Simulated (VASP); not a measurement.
# Ti₃Se: restarted molecular dynamics, 2 variants

Ti₃Se, P-6m2 (no. 187), 16 atoms in the cell. PBE, molecular dynamics; PAW potentials Se, Ti (PBE set).

| Restart from | Temperature at the end (K) | The same without a restart (K) | Potential energy at the end (eV/atom) | The same without a restart (eV/atom) | Electronic steps in the first step after the restart | Time (s) |
|---|---|---|---|---|---|---|
| CONTCAR with velocities, WAVECAR read | 374.0 | 374.0 | -7.12215 | -7.12214 | 10 | 590 |
| CONTCAR with velocities, no WAVECAR | 373.0 | 374.0 | -7.12214 | -7.12214 | 24 | 909 |

Limits: 180 fs of 16 atoms are too short for converged averages.

## Input of the first row

INCAR.step1:
```
GGA = PE ; PREC = Normal
ENCUT = 210 ; EDIFF = 1E-6
NELMIN = 4 ; NELM = 60
ALGO = Fast ; LREAL = Auto
LASPH = True ; ISMEAR = -1
SIGMA = 0.05 ; ISYM = 0
LWAVE = True ; LCHARG = False
IBRION = 0 ; NSW = 30
POTIM = 3.0 ; TEBEG = 600
ISIF = 2 ; RANDOM_SEED = 305999 0 0
MDALGO = 2 ; SMASS = -3
KPAR = 2
```

INCAR.step2, as INCAR.step1 but for:
```
- LWAVE = True
+ LWAVE = False
```

KPOINTS:
```
k-points
0
Monkhorst-Pack
  2 2 2
```

POSCAR.step1:
```
Ti3Se
1.0
    6.3948911976      0.0000000000      0.0000000000
    0.0000000000      5.5381382316      0.0000000000
    0.0000000000      0.0000000000      7.9427450000
Se Ti
4 12
Direct
    0.0000000000      0.0000000000      0.0000000000
    0.5000000000      0.0000000000      0.0000000000
    0.2500000000      0.5000000000      0.0000000000
    0.7500000000      0.5000000000      0.0000000000
    0.2500000000      0.1666666666      0.5000000000
    0.7500000000      0.1666666666      0.5000000000
    0.0000000001      0.6666666666      0.5000000000
    0.5000000000      0.6666666666      0.5000000000
    0.0000000000      0.3333333334      0.7729020000
    0.5000000000      0.3333333334      0.7729020000
    0.2500000000      0.8333333334      0.7729020000
    0.7500000000      0.8333333334      0.7729020000
    0.0000000000      0.3333333334      0.2270980000
    0.5000000000      0.3333333334      0.2270980000
    0.2500000000      0.8333333334      0.2270980000
    0.7500000000      0.8333333334      0.2270980000
```

Commands (each step's output is kept before the next begins):
```
cat potpaw_PBE.64/Se/POTCAR potpaw_PBE.64/Ti/POTCAR > POTCAR
cp INCAR.step1 INCAR
cp POSCAR.step1 POSCAR
mpirun -np 2 vasp_std > vasp.out
cp CONTCAR POSCAR
cp INCAR.step2 INCAR
mpirun -np 2 vasp_std > vasp.out
```

Changes of the last row against the first:
```
(step 1)
- LWAVE = True
+ LWAVE = False
```

VASP 6.6.1 took 590 s on 2 cores (Intel Xeon Platinum 8259CL @ 2.50GHz (Skylake/Cascade Lake)), a shared host.
